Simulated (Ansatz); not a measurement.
**SnTe (F-43m): following an unstable mode**

Which phase does SnTe (F-43m) fall into along its unstable mode, and how much energy does it gain?

Program: Ansatz 0.2.0. Level of theory: DFT PBEsol, scalar-relativistic, plane waves, PAW; PAW set soft_1. Results are calculated unless marked as measured.

## 1. Starting point

It takes space group F-43m (No. 216, cubic). Conventional cell: a = 7.083 Å, b = 7.083 Å, c = 7.083 Å, α = 90.00°, β = 90.00°, γ = 90.00°. Sn has 4 Te at 3.07 Å nearest. Te has 4 Sn at 3.07 Å nearest. Farther neighbours and most contacts between anions are not listed.

## 2. Response at finite wavevector

The cell comes from relaxations at this level that are not shown. Stability and thermal properties need the whole zone. Linear response on a 4×4×4 q mesh gives force constants as far as a supercell of that size would.

Input file input.yaml:

```yaml
crystal:
  lattice:
    - [0.0, 3.5416960247, 3.5416960247]
    - [3.5416960247, 0.0, 3.5416960247]
    - [3.5416960247, 3.5416960247, 0.0]
  atoms:
    - { symbol: Sn, position: [0.0, 0.0, 0.0] }
    - { symbol: Te, position: [0.75, 0.75, 0.75] }
kpoints:
  mp_grid: { grid: [12, 12, 12] }
hamiltonian:
  xc: pbesol
  pseudopotentials: { kind: paw, azcp: { folder: soft_1 }, xc_functional: pbe }
scf:
  occupations: { method: methfessel_paxton, width: 0.2 }
output:
  eigenvalues: true
phonons:
  method: dfpt
  qmesh: [4, 4, 4]
  temperatures: { t_max: 1000, t_step: 50 }
  qpath:
    path:
      - [[0.0, 0.0, 0.0], [-0.5, -0.5, 0.0], [-0.375, -0.375, 0.25]]
      - [[-0.375, 0.0, 0.375], [0.0, 0.0, 0.0], [0.0, 0.0, 0.5], [-0.5, -0.25, 0.25], [-0.5, -0.5, 0.0]]
    npoints: 10
```

Run with:

```console
> ansatz run input.yaml --threads 4 --pin off --max-ram 10240MiB --backend cpu --events-out ev --progress --plain --runs-dir out
```

Numbers of over 12 decimals in the logs are rounded to 6 here.

Output:

```text
Warning: phonons: the dynamical matrix that this run interpolates holds no multipole term above the dipole-dipole one, and a site of this crystal is no centre of inversion, so its interpolated transverse optical and acoustic branches and sound speeds can stay off near Gamma, and the density of states and the thermodynamics with them. What a run solves at a wave vector of phonons.qpoints, Gamma apart, where the deck admits one, is free of this, and under fd what a larger phonons.supercell samples
Engine: ansatz 0.2.0, x86_64-unknown-linux-gnu
Pseudopotentials: kind: paw
Pseudopotential: Sn, paw, valence charge 14, recommended cutoff 420 eV (normal), soft_1/Sn.paw.azcp
Pseudopotential: Te, paw, valence charge 16, recommended cutoff 420 eV (normal), soft_1/Te.paw.azcp
Functional definition: PBEsol
  exchange = pbesol_x
  correlation = pbesol_c
Crystal: 2 atoms, lattice volume = 88.851 Å³
Basis set: ecut = 420 eV, 1807 PW (Γ), exchange–correlation on 72×72×72 points (8 copies of the dense FFT grid, shifted against one another)
Bands: 19, of which v1, the nominal top of the filled ones, is band 15 counted from 1 (14 counted from 0)
Symmetry: 24 space group operations
k-points: 72 of 1728 (time reversal used)
Non-local potential: Sn, projectors of the file, l = 0: 2, l = 1: 2, l = 2: 2, l = 3: 1
Non-local potential: Te, projectors of the file, l = 0: 2, l = 1: 2, l = 2: 2, l = 3: 1
PAW form: soft (Blöchl's): semilocal exchange-correlation on the pseudo side does not see the compensation charge
PAW frozen core: Sn, regenerated for the run's functional, and the local potential with it (the file was generated under x = pbe(κ = 0.804, μ = 0.219515), c = pbe(β = 0.066725))
PAW frozen core: Te, regenerated for the run's functional, and the local potential with it (the file was generated under x = pbe(κ = 0.804, μ = 0.219515), c = pbe(β = 0.066725))
PAW one-centre angular grid: Sn, 590 points (default); XC on 64 Gauss nodes
PAW one-centre angular grid: Te, 590 points (default); XC on 64 Gauss nodes
Initial density: superposition of atomic densities (chi_scale 0.1, normalization cell, long waves kept (reshape's long-wave potential 0.00 eV rms))
Initial wavefunctions: pseudopotential atomic-orbital guess
Functional: x = pbesol(κ = 0.804, μ = 0.123457), c = pbesol(β = 0.046)
SCF iter   1: F=—  HF=-12851.340331 eV  |F-HF|=—  |Δ(HF+E_count)|=         —  Δρ=1.17e-2  dr2=2.21e-1  ethr=3.10e-3  ⟨swp⟩=6.8  Hψ=7310  notcnv=0
preconditioner: auto → Kerker (q_TF=auto, 2.277 Å⁻¹)  [metal: Δε(μ)=0.160 eV  Ē_g=8.044 eV  σ=0.200 eV  W_gap=0.49  n_scr=14 (ndim 8)  ℏωp=12.5 eV  f_vac=0.139  D(μ)=0.20/eV (n_scr^D=0)]
SCF iter   2: F=—  HF=-12851.312498 eV  |F-HF|=—  |Δ(HF+E_count)|=   2.78e-2  S|Δr|=    0.00e0  Δρ=7.86e-3  dr2=1.07e-1  ethr=7.36e-4  ⟨swp⟩=1.0  Hψ=1944  notcnv=0
SCF iter   3: F=—  HF=-12851.288902 eV  |F-HF|=—  |Δ(HF+E_count)|=   2.36e-2  S|Δr|=    0.00e0  Δρ=1.68e-3  dr2=5.69e-3  ethr=3.57e-4  ⟨swp⟩=2.0  Hψ=1521  notcnv=0
SCF iter   4: F=—  HF=-12851.291608 eV  |F-HF|=—  |Δ(HF+E_count)|=   2.71e-3  S|Δr|=    0.00e0  Δρ=9.42e-4  dr2=1.55e-3  ethr=1.90e-5  ⟨swp⟩=2.0  Hψ=2088  notcnv=0
SCF iter   5: F=—  HF=-12851.292505 eV  |F-HF|=—  |Δ(HF+E_count)|=   8.97e-4  S|Δr|=    0.00e0  Δρ=4.09e-4  dr2=4.07e-4  ethr=5.18e-6  ⟨swp⟩=2.0  Hψ=2028  notcnv=0
SCF iter   6: F=—  HF=-12851.293196 eV  |F-HF|=—  |Δ(HF+E_count)|=   6.91e-4  S|Δr|=    0.00e0  Δρ=1.49e-4  dr2=2.55e-5  ethr=1.36e-6  ⟨swp⟩=2.0  Hψ=1745  notcnv=0
SCF iter   7: F=—  HF=-12851.293285 eV  |F-HF|=—  |Δ(HF+E_count)|=   8.93e-5  S|Δr|=    0.00e0  Δρ=3.30e-5  dr2=1.79e-6  ethr=8.52e-8  ⟨swp⟩=2.0  Hψ=2109  notcnv=0
SCF iter   8: F=—  HF=-12851.293288 eV  |F-HF|=—  |Δ(HF+E_count)|=   2.24e-6  S|Δr|=    0.00e0  Δρ=1.38e-5  dr2=4.48e-7  ethr=5.97e-9  ⟨swp⟩=3.0  Hψ=2532  notcnv=0
SCF iter   9: F=—  HF=-12851.293289 eV  |F-HF|=—  |Δ(HF+E_count)|=   1.12e-6  S|Δr|=    0.00e0  Δρ=6.52e-6  dr2=1.01e-7  ethr=1.49e-9  ⟨swp⟩=2.4  Hψ=2024  notcnv=0
SCF iter  10: F=—  HF=-12851.293289 eV  |F-HF|=—  |Δ(HF+E_count)|=   8.21e-8  S|Δr|=    0.00e0  Δρ=2.93e-6  dr2=1.34e-8  ethr=3.36e-10  ⟨swp⟩=2.5  Hψ=2252  notcnv=0
SCF iter  11: F=—  HF=-12851.293289 eV  |F-HF|=—  |Δ(HF+E_count)|=   3.46e-8  S|Δr|=    0.00e0  Δρ=7.40e-7  dr2=5.49e-10  ethr=4.47e-11  ⟨swp⟩=2.0  Hψ=1755  notcnv=0
SCF iter  12: F=—  HF=-12851.293289 eV  |F-HF|=—  |Δ(HF+E_count)|=   3.03e-9  S|Δr|=    0.00e0  Δρ=1.40e-7  dr2=1.50e-11  ethr=1.83e-12  ⟨swp⟩=2.1  Hψ=1937  notcnv=0
SCF iter  13: F=-12851.293289 eV  HF=-12851.293289 eV  |F-HF|=0.00e0  |Δ(HF+E_count)|=  1.07e-10  S|Δr|=    0.00e0  Δρ=3.52e-8  dr2=9.24e-13  ethr=1.00e-12  ⟨swp⟩=8.1  Hψ=7294  notcnv=0
SCF 1 converged in 13 iterations: F = -12851.293289 eV  dr2 = 9.24e-13
  greatest PAW one-centre occupation: 0.998 electrons in one spin orbital (limit 2), on the Te atom at site 1 (counted from 0), in its partial waves of l = 2
Initial density: read from a saved state, or passed on in memory by an earlier SCF of this step, an earlier step, the calling program or the single point that the run made first
iter 1 solved again at ethr=2.70e-7 eV; its pass at ethr=3.10e-3 eV (dr2=8.11e-5 eV) is discarded
SCF iter   1: F=—  HF=-12851.293289 eV  |F-HF|=—  |Δ(HF+E_count)|=         —  Δρ=1.04e-6  dr2=6.84e-10  ethr=2.70e-7  ⟨swp⟩=3.4  Hψ=11417  notcnv=0
eigensolver tolerance schedule: the retry pair's looser diagonalisation over-reported the residual by 118519.96 of it (diagonalisation noise at an unbounded share of the residual, at the tolerance the schedule requests for it); recorded, not acted on — ethr = c·dr2/N_el stays at c = 1.0e-1
preconditioner: auto → none  [metal: Δε(μ)=0.094 eV  Ē_g=7.946 eV  σ=0.200 eV  W_gap=0.37  n_scr=14 (ndim 8)  ℏωp=12.5 eV  f_vac=0.182  D(μ)=0.42/eV (n_scr^D=0)]
SCF iter   2: F=—  HF=-12851.293289 eV  |F-HF|=—  |Δ(HF+E_count)|=   2.03e-7  S|Δr|=    0.00e0  Δρ=8.64e-7  dr2=6.26e-10  ethr=2.28e-12  ⟨swp⟩=4.0  Hψ=4294  notcnv=0
SCF iter   3: F=—  HF=-12851.293289 eV  |F-HF|=—  |Δ(HF+E_count)|=  3.49e-10  S|Δr|=    0.00e0  Δρ=4.55e-7  dr2=1.42e-10  ethr=2.09e-12  ⟨swp⟩=2.4  Hψ=2471  notcnv=0
SCF iter   4: F=—  HF=-12851.293289 eV  |F-HF|=—  |Δ(HF+E_count)|=  6.91e-11  S|Δr|=    0.00e0  Δρ=2.93e-7  dr2=5.71e-11  ethr=1.00e-12  ⟨swp⟩=1.0  Hψ=1368  notcnv=0
SCF iter   5: F=—  HF=-12851.293289 eV  |F-HF|=—  |Δ(HF+E_count)|=  3.27e-11  S|Δr|=    0.00e0  Δρ=1.77e-7  dr2=1.99e-11  ethr=1.00e-12  ⟨swp⟩=1.0  Hψ=1368  notcnv=0
SCF iter   6: F=-12851.293289 eV  HF=-12851.293289 eV  |F-HF|=1.09e-11  |Δ(HF+E_count)|=  3.64e-12  S|Δr|=    0.00e0  Δρ=1.04e-7  dr2=6.72e-12  ethr=1.00e-12  ⟨swp⟩=3.9  Hψ=4131  notcnv=0
SCF 2 converged in 6 iterations: F = -12851.293289 eV  dr2 = 6.72e-12
phonons: the bands overlap, so this run is a metal and interpolates without the dipole-dipole term. If the crystal is really an insulator or semiconductor, its LO-TO splitting is missing
NSCF: frozen V_eff on 72 k-points
WARN: eigensolver did not converge in 28 slots of this pass, the one above among them; of largest residual over every band (k=15): 1 band(s) unlocked (lowest unlocked band 18, counted from 0; max residual 5.39e-4 eV among the unlocked bands, 5.39e-4 eV over every band); of lowest unlocked band (k=4): band 18
NSCF: frozen V_eff on 163 k-points
DFPT response loops at q = (0, 0, 0) (fractional): preconditioner auto → none (partly filled bands, converged f_vac=0.182); β = 0.50; Broyden in place of MSR1
NSCF: frozen V_eff on 1872 k-points
DFPT response loops at q = (0, 0, 0.25) (fractional): mixed as the last ones told, above
NSCF: frozen V_eff on 952 k-points
DFPT response loops at q = (0, 0, -0.5) (fractional): mixed as the last ones told, above
NSCF: frozen V_eff on 1020 k-points
DFPT response loops at q = (0, 0.25, 0.25) (fractional): mixed as the last ones told, above
NSCF: frozen V_eff on 3456 k-points
DFPT response loops at q = (0, 0.25, -0.5) (fractional): mixed as the last ones told, above
NSCF: frozen V_eff on 1872 k-points
DFPT response loops at q = (0, 0.25, -0.25) (fractional): mixed as the last ones told, above
NSCF: frozen V_eff on 560 k-points
DFPT response loops at q = (0, -0.5, -0.5) (fractional): mixed as the last ones told, above
NSCF: frozen V_eff on 1020 k-points
DFPT response loops at q = (0.25, -0.5, -0.25) (fractional): mixed as the last ones told, above
SCF converged after 13 iterations
Stability not checked: this state was not tested for a lower state beside it, because cold or Methfessel-Paxton smearing, or corrected tetrahedra, fill the levels in a way that the test cannot read (fill_not_monotonic; see scf.lower_state_search)
Free energy (F): -12851.293289 eV
Harris-Foulkes:  -12851.293289 eV  (|F-HF|=0.00e0)
Internal energy: -12851.294295 eV  (E = F + TS)
E sigma→0 (E₀):  -12851.293541 eV
Entropy (-TS):   0.001006 eV (0.503 meV/atom)
Fermi energy:    5.502435 eV
--- Per-component energies (eV) ---
  E_band       = -470.804284
  E_kinetic    = 338.232066
  E_local      = -3475.636064  (includes V_loc(G=0)·N_el)
  E_nonlocal   = 215.512176
  E_hartree    = 1674.454670
  E_xc         = -245.267321
  E_vxc        = -180.741757  (∫ρ·V_xc dr)
  E_paw        = -8887.655921  (= ΣΔE_a)
  E_vpaw       = -717.080414  (= ΣTr[D̂ρ^β])
  E_aug_tail   = 0.000374  (compensation charges beyond the density's cutoff)
  E_ewald      = -2471.593926
  E_core_change = 0.659651  (= ΣΔE_core)
  E_smearing   = 0.001006  (= −TS)
  E_closure    = 0.000000  (closes the sum)
  Σ components = -12851.293289   (vs F -12851.293289, Δ=0.00e0)
--- Band table (eV; the first three rows and the last of 72) ---
  k-point 0: bands = [... 11 lower, 0.4236, 3.4150, 3.4150, 3.4150, 6.4332, 6.4332, 6.4332, 9.4417]
  k-point 1: bands = [... 11 lower, 0.2390, 3.3644, 3.3644, 3.4805, 6.4767, 6.5163, 6.5163, 9.6924]
  k-point 2: bands = [... 11 lower, -0.2078, 3.2384, 3.2384, 3.5609, 6.7137, 6.7236, 6.7236, 10.2786]
  k-point 71: bands = [... 11 lower, -2.0572, 1.8257, 1.9215, 5.5871, 6.8575, 7.6497, 8.5970, 10.8416]
--- Phonons (Γ-DFPT): 2 representative perturbations + reference (Σ response iterations 6) ---
  ASR residual: 4.931e-5 → 0.000e0 eV/Å²; symmetrization residual: 2.587e-5 eV/Å²
  ASR residual per site (eV/Å²): 4.93e-5 2.55e-5
  Γ frequencies (cm⁻¹): 0.00 0.00 0.00 108.38 108.38 108.38
--- Phonons (arbitrary-q DFPT): 8 irreducible q on the 4×4×4 mesh ---
  q = [0.0000, 0.0000, 0.0000] (star 1, of the zone-centre solve; hermiticity 1.95e-5, symmetrization 1.38e-11): -0.00 -0.00 0.00 108.38 108.38 108.38
  q = [0.0000, 0.0000, 0.2500] (star 8, 2 solved perturbations on 936 of 1728 k-point pairs; hermiticity 9.84e-6, symmetrization 7.88e-12): -15.30 -15.30 33.68 106.62 106.62 118.69
  q = [0.0000, 0.0000, -0.5000] (star 4, 2 solved perturbations on 476 of 1728 k-point pairs; hermiticity 4.20e-6, symmetrization 6.20e-12): -14.69 -14.69 60.33 105.47 105.47 116.39
  q = [0.0000, 0.2500, 0.2500] (star 6, 4 solved perturbations in 1608 linear systems a pass and spin channel, the states on 510 of 1728 k-point pairs; hermiticity 1.43e-5, symmetrization 2.29e-12): -34.68 -34.68 53.75 97.67 97.67 116.30
  q = [0.0000, 0.2500, -0.5000] (star 24, 4 solved perturbations in 5328 linear systems a pass and spin channel, the states on 1728 of 1728 k-point pairs; hermiticity 8.34e-6, symmetrization 6.85e-12): -25.90 -25.65 74.63 94.08 94.79 110.19
  q = [0.0000, 0.2500, -0.2500] (star 12, 4 solved perturbations in 2892 linear systems a pass and spin channel, the states on 936 of 1728 k-point pairs; hermiticity 1.89e-5, symmetrization 1.07e-11): -33.22 -14.71 60.86 98.77 102.70 111.70
  q = [0.0000, -0.5000, -0.5000] (star 3, 4 solved perturbations in 886 linear systems a pass and spin channel, the states on 280 of 1728 k-point pairs; hermiticity 5.76e-6, symmetrization 3.66e-12): -36.09 -36.09 79.35 79.35 88.64 90.47
  q = [0.2500, -0.5000, -0.2500] (star 6, 4 solved perturbations in 1544 linear systems a pass and spin channel, the states on 510 of 1728 k-point pairs; hermiticity 3.69e-6, symmetrization 7.21e-12): -35.58 -8.29 83.35 88.86 91.38 101.37
  sum rule: each row above includes the acoustic sum rule's correction from the zone centre's row sums; it moved no ω² by more than (0.34 cm⁻¹)²
  mesh force constants: q→R imaginary residual 4.57e-18; ASR residual 4.931e-5 → 0.000e0 eV/Å²; symmetrization residual 8.882e-16 eV/Å²
  interpolated dispersion: 62 rows × 6 modes
  density of states and harmonic sums: on the 16×16×16 q-mesh, interpolated from the force constants of a 4×4×4 supercell (no non-analytic term)
  largest difference from the sums on the solved wave vectors: F 4.28e-3 eV, S 5.61e-6 and C_V 1.33e-6 eV/K
  zero-point energy: 0.022943 eV/cell   skipped modes (ω ≤ 0): 291, of them read as no rigid motion or as one in doubt: 288 (2.000e0 modes/cell left out, lowest -37.22 cm⁻¹)   left out of the sums: 3.33e-1 of the cell's modes: C_V's classical limit lies that fraction below 3 k_B per atom; for a crystal, a wire or a layer, F and S can be off by more, and a phonons.interpolated_qmesh denser along its periods is the remedy for the sampling
```

Elapsed: 7.4 min, on 4 threads of Intel Xeon 6975P-C (Granite Rapids), shared host; peak memory 6 GiB; 26 min of CPU time.

Reading the cycles: dr2 is the Hartree energy of the density residual (eV), the measure of convergence; HF is the Harris–Foulkes estimate of the energy, which meets the free energy F at convergence.

This step gave:

```yaml
volume_per_atom: 44.43 Å³
gap_on_the_k_mesh: 0 eV
sum_rule_residual_before_enforcement: 4.93e-5 eV/Å²
lowest_frequency_on_the_path: -37.36 cm⁻¹
point_group: -43m
highest_frequency_on_the_path_or_at_a_solved_wavevector: 119.6 cm⁻¹
highest_optical_mode_at_the_zone_centre_no_lo_to_term: 108.4 cm⁻¹
lowest_optical_zone_centre_mode: 108.4 cm⁻¹
lowest_mode_on_the_q_mesh_acoustic_modes_at_gamma_apart: -36.09 cm⁻¹
```

Frequencies (cm⁻¹) solved at each irreducible wavevector; negative means imaginary. Frequencies by wavevector, by row:

```csv
q in reciprocal lattice units,star,mode 1,mode 2,mode 3,mode 4,mode 5,mode 6
0 0 0,1,0,0,0,108.4,108.4,108.4
0 0 0.25,8,-15.3,-15.3,33.7,106.6,106.6,118.7
0 0 -0.5,4,-14.7,-14.7,60.3,105.5,105.5,116.4
0 0.25 0.25,6,-34.7,-34.7,53.8,97.7,97.7,116.3
0 0.25 -0.5,24,-25.9,-25.6,74.6,94.1,94.8,110.2
0 0.25 -0.25,12,-33.2,-14.7,60.9,98.8,102.7,111.7
0 -0.5 -0.5,3,-36.1,-36.1,79.3,79.3,88.6,90.5
0.25 -0.5 -0.25,6,-35.6,-8.3,83.3,88.9,91.4,101.4
```

Interpolated from a 4×4×4 q mesh. Phonon branches along the path, in cm⁻¹:

```csv
point,branch 1,branch 2,branch 3,branch 4,branch 5,branch 6
Γ,0,0,0,108,108,108
halfway,-35,-35,54,98,98,116
X,-36,-36,79,79,89,90
halfway,-33,-32,81,83,89,95
U,-29,-24,82,90,90,103
jump to K,-29,-24,82,90,90,103
halfway,-31,-11,45,103,106,115
Γ,0,0,0,108,108,108
halfway,-15,-15,34,107,107,119
L,-15,-15,60,106,106,116
halfway,-28,-15,74,96,100,111
W,-36,-8,83,89,91,101
halfway,-35,-23,81,86,90,97
X,-36,-36,79,79,89,90
```

The phonon branches as a text plot (rows in cm⁻¹):

```
    116 |   *****               ****      ***********
    110 |***     *         ***** ************        ****
    103 |   ***   **     **  *****           *********   ***
     97 |      *    *  **  ****                      ****   ***
     90 |       **   *******                           **********
     84 |         ***  ****                             ********
     77 |         ** **    *                          **       **
     71 |        *          *                        *
     64 |       *            **                   ***
     57 |                      *                **
     51 |      *                              **
     44 |    **                 *
     38 |   *                    *           *
     31 |                         **        *
     25 |  *                               *
     18 |                           *     *
     12 | *                          *   *
      5 |                               *
     -1 |*                          *****
     -8 | *                     **** *   *               ***
    -15 |  *                ****    *     ***************   *
    -21 |                 **      **               **        *
    -28 |   ***         ****     *                   **       *
    -34 |      *********    *****                      **********
         Γ           X  U|K            Γ         L        W     X
```

Symmetry leaves 8 wavevectors to solve. The lowest mode among them, the acoustic zeros apart, lies at q = (0, -0.5, -0.5) and is imaginary, 36.1i cm⁻¹, so the energy falls along it.

## 3. The mode frozen in, largest atomic shift 0 Å

The mode followed lies at q = (0, -0.5, -0.5) with frequency 36.1i cm⁻¹ and is 2-fold degenerate, the softest among the wavevectors solved. At small amplitude the distorted cell has space group no. 4 by a symmetry search on the positions. The undistorted cell that holds it gives the zero of energy on the same k mesh.

System of this step: SnTe. The structure is cubic, space group F-43m (No. 216). The conventional cell has a = 7.083 Å, b = 7.083 Å, c = 7.083 Å, α = 90.00°, β = 90.00°, γ = 90.00°. Sn has 4 Te at 3.07 Å nearest. Nearest to Te lie 4 Sn at 3.07 Å. Farther neighbours and most contacts between anions are not listed.

input.yaml, the sections that differ from step 2:

```yaml
crystal:
  lattice:
    - [0.0, -3.5416960247, -3.5416960247]
    - [0.0, 3.5416960247, -3.5416960247]
    - [7.0833920494, 0.0, 0.0]
  atoms:
    - { symbol: Sn, position: [0.5, 0.5, 0.5] }
    - { symbol: Sn, position: [0.0, 0.0, 0.0] }
    - { symbol: Te, position: [0.0, 0.5, 0.25] }
    - { symbol: Te, position: [0.5, 0.0, 0.75] }
kpoints:
  mp_grid: { grid: [8, 8, 6] }
output:
  forces: true
  stress: true
  eigenvalues: true
# hamiltonian, scf: as in step 2
# phonons: removed
```

Output:

```text
[...]
Crystal: 4 atoms, lattice volume = 177.703 Å³
Basis set: ecut = 420 eV, 3531 PW (Γ), exchange–correlation on 72×72×96 points (8 copies of the dense FFT grid, shifted against one another)
Bands: 36, of which v1, the nominal top of the filled ones, is band 30 counted from 1 (29 counted from 0)
Symmetry: 16 space group operations
[...]
k-points: 60 of 384 (time reversal used)
[...]
k-point 0: bands = [... 26 lower, 3.4143, 3.4143, 3.4143, 4.7479, 5.4389, 6.4330, 6.4330, 6.4331, ... 2 higher]
  k-point 1: bands = [... 26 lower, 3.2783, 3.2783, 3.6489, 4.7490, 5.4863, 6.2725, 6.6484, 6.6484, ... 2 higher]
  k-point 2: bands = [... 26 lower, 2.9694, 2.9694, 4.1414, 4.7282, 5.5825, 5.9597, 7.1915, 7.1915, ... 2 higher]
  k-point 59: bands = [... 26 lower, 1.9210, 1.9210, 5.5865, 5.5865, 6.8573, 6.8573, 7.6492, 7.6492, ... 2 higher]
[key lines of the parts left out:]
SCF converged after 10 iterations
Free energy (F): -25702.588463 eV
Fermi energy:    5.495304 eV
P = ⅓ Tr σ = -0.0051 GPa (-0.051 kbar)
```

Elapsed: 4.4 s, on 4 threads; peak memory 0.62 GiB; 17 s of CPU time.

This step gave:

* pressure: -0.005141 GPa
* energy from the undistorted cell: 0 meV/atom

The run ends at a pressure of -0.01 GPa.

(Continued in part 2 of 3.)

[Logs are printed without paths, hosts, clocks, repeated set-up lines and the standing remarks that a program may print on its own settings, such as how far it seeks lower states.]

[Hosts, paths, dates, database ids (printed as entryN), source tags and the programs' standing remarks are cut or masked in the printed files.]
